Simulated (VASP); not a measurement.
# CdS (Hawleyite) (F-43m) in VASP: notebook

One crystal, CdS (Hawleyite), is run at these levels: LDA; tasks: dielectric tensor.

Everything below comes from runs of VASP 6.6.1. Logs are shortened: lines on timing, memory, paths and dates and some standing lists are left out, and cuts for length are marked.

## (1) The crystal as given

Symmetry: F-43m, No. 216, cubic system. The conventional cell has a = 5.833 Å, b = 5.833 Å, c = 5.833 Å, α = 90.00°, β = 90.00°, γ = 90.00°. Cd (site symmetry -43m) is surrounded by 4 S at 2.53 Å. S (site symmetry -43m) is surrounded by 4 Cd at 2.53 Å.

## (2) Dielectric tensor, LDA

INCAR reads:

```
  ALGO = Normal
  EDIFF = 1E-8
  ENCUT = 800
  GGA = CA
  ISIF = 2
  ISMEAR = 0
  LASPH = True
  LCHARG = False
  LEPSILON = True
  LREAL = False
  LWAVE = False
  NELM = 100
  PREC = Accurate
  SIGMA = 0.01
```

KPOINTS reads:

```
k-points
0
Gamma
  14 14 14
```

POSCAR reads:

```
CdS
1.0
    0.0000000000      2.9165000000      2.9165000000
    2.9165000000      0.0000000000      2.9165000000
    2.9165000000      2.9165000000      0.0000000000
Cd S
1 1
Direct
    0.0000000000      0.0000000000      0.0000000000
    0.7500000000      0.7500000000      0.7500000000
```

Potentials or basis: VASP PAW LDA potentials, release 64 (Cd, S).

Started as:

```
cat potpaw_LDA.64/Cd/POTCAR potpaw_LDA.64/S/POTCAR > POTCAR
mpirun -np 1 vasp_std > vasp.out
```

OUTCAR:

```text
EDIFF = 1E-8
   ENCUT = 800
   GGA = CA
   ISIF = 2
   ISMEAR = 0
   LASPH = True
   LEPSILON = True
   LREAL = False
   NELM = 100
   PREC = Accurate

 ion  position               nearest neighbor table
   1  0.000  0.000  0.000-   2 2.53   2 2.53   2 2.53   2 2.53
   2  0.750  0.750  0.750-   1 2.53   1 2.53   1 2.53   1 2.53

  LATTYP: Found a face centered cubic cell.
 ALAT       =     5.8330000000

  Lattice vectors:

 A1 = (   0.0000000000,   2.9165000000,   2.9165000000)
 A2 = (   2.9165000000,   0.0000000000,   2.9165000000)
 A3 = (   2.9165000000,   2.9165000000,   0.0000000000)

Analysis of symmetry for initial positions (statically):
=====================================================================
 Subroutine PRICEL returns:
 Original cell was already a primitive cell.

 Routine SETGRP: Setting up the symmetry group for a
 face centered cubic supercell.

 Subroutine GETGRP returns: Found 24 space group operations
 (whereof 24 operations were pure point group operations)
 out of a pool of 48 trial point group operations.

The static configuration has the point symmetry T_d .

Analysis of symmetry for dynamics (positions and initial velocities):
=====================================================================
 Subroutine PRICEL returns:
 Original cell was already a primitive cell.

 Routine SETGRP: Setting up the symmetry group for a
 face centered cubic supercell.

 Subroutine GETGRP returns: Found 24 space group operations
 (whereof 24 operations were pure point group operations)
 out of a pool of 48 trial point group operations.

The dynamic configuration has the point symmetry T_d .

 Subroutine INISYM returns: Found 24 space group operations
 (whereof 24 operations are pure point group operations),
 and found     1 'primitive' translations

----------------------------------------------------------------------------------------

                                     Primitive cell

  volume of cell :      49.6153

  direct lattice vectors                    reciprocal lattice vectors
     0.000000000  2.916500000  2.916500000    -0.171438368  0.171438368  0.171438368
[... 540 lines left out ...]
 -----------------------------------------------------------------------------------
      0.00000      0.00000      0.00000        -0.000000     -0.000000      0.000000
      4.37475      4.37475      4.37475         0.000000      0.000000     -0.000000
 -----------------------------------------------------------------------------------
    total drift:                                0.000000      0.000000      0.000000

  FREE ENERGIE OF THE ION-ELECTRON SYSTEM (eV)
  ---------------------------------------------------
  free  energy   TOTEN  =        -7.3982736869 eV

  energy  without entropy=       -7.3982736869  energy(sigma->0) =       -7.39827369

 HEAD OF MICROSCOPIC STATIC DIELECTRIC TENSOR (INDEPENDENT PARTICLE, excluding Hartree and local field effects)
 ------------------------------------------------------
           7.168746     0.000000     0.000000
           0.000000     7.168746    -0.000000
          -0.000000     0.000000     7.168746
 ------------------------------------------------------

 Free energy of the ion-electron system (eV)
  ---------------------------------------------------
  ---------------------------------------------------
  free energy    TOTEN  =        -0.82395506 eV

  energy without entropy =       -0.82395506

------------------------ aborting loop because EDIFF is reached ----------------------------------------

--------------------------------------- Ionic step        2  -------------------------------------------

------------------------ aborting loop because EDIFF is reached ----------------------------------------

--------------------------------------- Ionic step        3  -------------------------------------------

 Free energy of the ion-electron system (eV)
  ---------------------------------------------------
  ---------------------------------------------------
  free energy    TOTEN  =        -0.82395597 eV

  energy without entropy =       -0.82395597

------------------------ aborting loop because EDIFF is reached ----------------------------------------

 PIEZOELECTRIC TENSOR FIELD DIRECTION 3  (e Angst)
 -----------------------------------------------------------------------------
    -0.00115  1.97059  0.00000           ( -0.00000 -0.02392  0.00000)
     1.97059 -0.00115  0.00000           ( -0.02392 -0.00000  0.00000)
     0.00000  0.00000 -0.00023           (  0.00000  0.00000 -0.00000)

 PIEZOELECTRIC TENSOR FIELD DIRECTION 3  (C/m^2)
 -----------------------------------------------------------------------------
    -0.00037  0.63634  0.00000
     0.63634 -0.00037  0.00000
     0.00000  0.00000 -0.00007

 MACROSCOPIC STATIC DIELECTRIC TENSOR (including local field effects in DFT)
 ------------------------------------------------------
           6.716901    -0.000000    -0.000000
          -0.000000     6.716901    -0.000000
           0.000000     0.000000     6.716901
 ------------------------------------------------------

 PIEZOELECTRIC TENSOR (including local field effects)  for field in x, y, z        (e  Angst)
          XX          YY          ZZ          XY          YZ          ZX
  --------------------------------------------------------------------------------
  x     0.00000     0.00000     0.00000     0.00000     1.97756     0.00000
  y    -0.00000     0.00000     0.00000     0.00000     0.00000     1.97756
  z    -0.00000    -0.00000     0.00000     1.97756     0.00000     0.00000

 PIEZOELECTRIC TENSOR (including local field effects)  for field in x, y, z        (C/m^2)
          XX          YY          ZZ          XY          YZ          ZX
  --------------------------------------------------------------------------------
  x     0.00000     0.00000     0.00000     0.00000     0.63859     0.00000
  y    -0.00000     0.00000     0.00000     0.00000     0.00000     0.63859
  z    -0.00000    -0.00000     0.00000     0.63859     0.00000     0.00000

 BORN EFFECTIVE CHARGES (including local field effects) (in |e|, cummulative output)
 ---------------------------------------------------------------------------------
 ion    1
    1     2.18300    -0.00000     0.00000
    2    -0.00000     2.18300     0.00000
    3     0.00000     0.00000     2.18300
 ion    2
    1    -2.18300     0.00000     0.00000
    2     0.00000    -2.18300     0.00000
    3    -0.00000    -0.00000    -2.18300
```

It took 19 min on 1 thread of Intel Xeon Platinum 8488C (Sapphire Rapids), shared host; peak memory 1.2 GiB.

What came out:

```yaml
Band_gap_on_the_k_mesh: 0.89 eV, direct
Electronic_dielectric_tensor_diagonal: 6.72
Born_charges_mean_of_the_diagonal: Cd +2.18; S -2.18 e
```

Levels at points of the mesh, in eV from the valence-band top:
| k point | band 5 | band 6 | band 7 | band 8 | band 9 | band 10 | band 11 | band 12 | band 13 |
| --- | --- | --- | --- | --- | --- | --- | --- | --- | --- |
| (0.00, 0.00, 0.00) | -7.29 | -7.29 | 0.00 | 0.00 | 0.00 | 0.89 | 6.36 | 6.36 | 6.36 |
| (0.50, 0.00, 0.00) | -7.26 | -6.91 | -4.52 | -0.77 | -0.77 | 2.79 | 6.84 | 6.84 | 7.23 |
| (0.50, 0.50, 0.00) | -7.20 | -6.84 | -4.06 | -1.92 | -1.92 | 3.31 | 4.17 | 8.96 | 10.55 |

Electronic dielectric tensor:
```
6.72 0.00 0.00
0.00 6.72 0.00
0.00 0.00 6.72
```

Born effective charge tensors (e):
atom 1, Cd
```
2.18 0.00 0.00
0.00 2.18 0.00
0.00 0.00 2.18
```
atom 2, S
```
-2.18  0.00  0.00
 0.00 -2.18  0.00
 0.00  0.00 -2.18
```

## (3) Dielectric tensor, LDA

Changes to INCAR since step 2:

```diff
@@ -2,3 +2,3 @@
   EDIFF = 1E-8
-  ENCUT = 800
+  ENCUT = 650
   GGA = CA
```

KPOINTS reads:

```
k-points
0
Gamma
  11 11 11
```

POSCAR is that of step 2.

Potentials or basis: VASP PAW LDA potentials, release 64 (Cd, S).

Started as:

```
cat potpaw_LDA.64/Cd/POTCAR potpaw_LDA.64/S/POTCAR > POTCAR
mpirun -np 1 vasp_std > vasp.out
```

OUTCAR:

```text
EDIFF = 1E-8
   ENCUT = 650
   GGA = CA
   ISIF = 2
   ISMEAR = 0
   LASPH = True
   LEPSILON = True
   LREAL = False
   NELM = 100
   PREC = Accurate

 Found     56 irreducible k-points:

 Following reciprocal coordinates:
            Coordinates               Weight
  0.000000  0.000000  0.000000      1.000000
  0.090909  0.000000  0.000000      8.000000
  0.181818  0.000000  0.000000      8.000000
  0.272727  0.000000  0.000000      8.000000
  0.363636  0.000000  0.000000      8.000000
  0.454545  0.000000  0.000000      8.000000
   k-points           NKPTS =     56   k-points in BZ     NKDIM =     56   number of bands    NBANDS=     13
   number of dos      NEDOS =    301   number of ions     NIONS =      2
   total plane-waves  NPLWV =  46656
   dimension x,y,z NGX =    36 NGY =   36 NGZ =   36
   dimension x,y,z NGXF=    72 NGYF=   72 NGZF=   72
   ions per type =               1   1
   NGX,Y,Z   is equivalent  to a cutoff of  14.51, 14.51, 14.51 a.u.
   NGXF,Y,Z  is equivalent  to a cutoff of  29.02, 29.02, 29.02 a.u.
 SYSTEM =  unknown system
   PREC   = accura    normal or accurate (medium, high low for compatibility)
   ISTART =      0    job   : 0-new  1-cont  2-samecut
   ICHARG =      2    charge: 1-file 2-atom 10-const
   ISPIN  =      1    spin polarized calculation?
   LNONCOLLINEAR =      F non collinear calculations
   LSORBIT =      F    spin-orbit coupling
   LASPH  =      T    aspherical Exc in radial PAW
   ENCUT  =  650.0 eV  47.77 Ry    6.91 a.u.   8.57  8.57  8.57*2*pi/ulx,y,z
   NELM   =    100;   NELMIN=  2; NELMDL= -5     # of ELM steps
   EDIFF  = 0.1E-07   stopping-criterion for ELM
   LREAL  =      F    real-space projection
   EDIFFG = 0.1E-06   stopping-criterion for IOM
   NSW    =      0    number of steps for IOM
   IBRION =     -1    ionic relax: 0-MD 1-quasi-New 2-CG
[... 8 lines left out ...]
   EMIN   =  10.00;   EMAX   =-10.00  energy-range for DOS
   EFERMI =   0.00;   METHOD = LEGACY
   ISMEAR =     0;   SIGMA  =   0.01  broadening in eV -4-tet -1-fermi 0-gaus
   EFERMI_NEDOS =   21; number of points for ismear=-14 and -15
   IALGO  =     38    algorithm
   IMIX   =      4    mixing-type and parameters
     AMIX     =   0.40;   BMIX     =  1.00
[... 161 lines left out ...]
          -0.000000    -0.000000     7.332651
 ------------------------------------------------------

 Free energy of the ion-electron system (eV)
  ---------------------------------------------------
  ---------------------------------------------------
  free energy    TOTEN  =        -0.84694456 eV

  energy without entropy =       -0.84694456

------------------------ aborting loop because EDIFF is reached ----------------------------------------

--------------------------------------- Ionic step        2  -------------------------------------------

------------------------ aborting loop because EDIFF is reached ----------------------------------------

--------------------------------------- Ionic step        3  -------------------------------------------

 Free energy of the ion-electron system (eV)
  ---------------------------------------------------
  ---------------------------------------------------
  free energy    TOTEN  =        -0.84694493 eV

  energy without entropy =       -0.84694493

------------------------ aborting loop because EDIFF is reached ----------------------------------------

 PIEZOELECTRIC TENSOR FIELD DIRECTION 3  (e Angst)
 -----------------------------------------------------------------------------
    -0.00127  1.97751  0.00000           ( -0.00000 -0.02775  0.00000)
     1.97751 -0.00127  0.00000           ( -0.02775 -0.00000  0.00000)
     0.00000  0.00000  0.00014           (  0.00000  0.00000 -0.00000)

 PIEZOELECTRIC TENSOR FIELD DIRECTION 3  (C/m^2)
 -----------------------------------------------------------------------------
    -0.00041  0.63858  0.00000
     0.63858 -0.00041  0.00000
     0.00000  0.00000  0.00004

 MACROSCOPIC STATIC DIELECTRIC TENSOR (including local field effects in DFT)
 ------------------------------------------------------
           6.883556     0.000000    -0.000000
           0.000000     6.883556     0.000000
          -0.000000    -0.000000     6.883556
 ------------------------------------------------------

 PIEZOELECTRIC TENSOR (including local field effects)  for field in x, y, z        (e  Angst)
          XX          YY          ZZ          XY          YZ          ZX
  --------------------------------------------------------------------------------
  x     0.00000    -0.00000    -0.00000     0.00000     1.98901     0.00000
  y     0.00000     0.00000     0.00000     0.00000     0.00000     1.98901
  z    -0.00000     0.00000    -0.00000     1.98901     0.00000     0.00000

 PIEZOELECTRIC TENSOR (including local field effects)  for field in x, y, z        (C/m^2)
          XX          YY          ZZ          XY          YZ          ZX
  --------------------------------------------------------------------------------
  x     0.00000    -0.00000    -0.00000     0.00000     0.64229     0.00000
  y     0.00000     0.00000     0.00000     0.00000     0.00000     0.64229
  z    -0.00000     0.00000    -0.00000     0.64229     0.00000     0.00000

 BORN EFFECTIVE CHARGES (including local field effects) (in |e|, cummulative output)
 ---------------------------------------------------------------------------------
 ion    1
    1     2.18955     0.00000     0.00000
    2     0.00000     2.18955     0.00000
    3    -0.00000     0.00000     2.18955
 ion    2
    1    -2.18955    -0.00000    -0.00000
    2    -0.00000    -2.18955     0.00000
    3     0.00000    -0.00000    -2.18955
```

Run time: 6.6 min. Hardware: 1 thread of Intel Xeon Platinum 8488C (Sapphire Rapids), shared host; peak memory 0.56 GiB.

These settings aren't checked as converged: the numbers below hold their error.

What came out:

| Item | Value |
| --- | --- |
| Band gap on the k mesh | 0.89 eV, direct |
| Electronic dielectric tensor (diagonal) | 6.88 |
| Born charges (mean of the diagonal) | Cd +2.19; S -2.19 e |

(Part 1 of 2 ends here.)
